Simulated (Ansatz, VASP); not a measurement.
# Two plane-wave programs on As

```xyz
2
Lattice="1.9055 1.1002 3.5603 -1.9055 1.1002 3.5603 0.0000 -2.2003 3.5603" Properties=species:S:1:pos:R:3 pbc="T T T"
As    0.0000    0.0000    2.4139
As    0.0000    0.0000    8.2670
```

Alike in both runs: task single point; functional PBE; k mesh 9 × 9 × 9; occupations fermi-dirac, width 0.05 eV; no spin polarisation.

```csv
,VASP,Ansatz
version,VASP 6.6.1,Ansatz 0.2.0
potentials or method,"VASP PAW PBE potentials, release 64 (As)",Ansatz PAW
plane-wave cutoff (eV),520,420
valence electrons in the cell,10,30
```

|  | VASP | Ansatz | Ansatz less VASP |
| --- | --- | --- | --- |
| gap on the k mesh at the Fermi level (eV) | none | none | - |
| pressure (GPa) | 0.9 | 0.7 | -0.25 |
| largest component of the traceless stress (GPa) | 0.21 | 0.30 | +0.086 |
| rms of the force components (eV/Å) | 0.127 | 0.098 | -0.0293 |

Atom by atom the forces differ by 0.029 eV/Å (rms over components). A gap of «none» marks a metal or a gap that the smearing closes. The functional is the same, so the differences come from potentials, cutoffs and numerics. The two sets of potentials don't hold the same shells in valence.
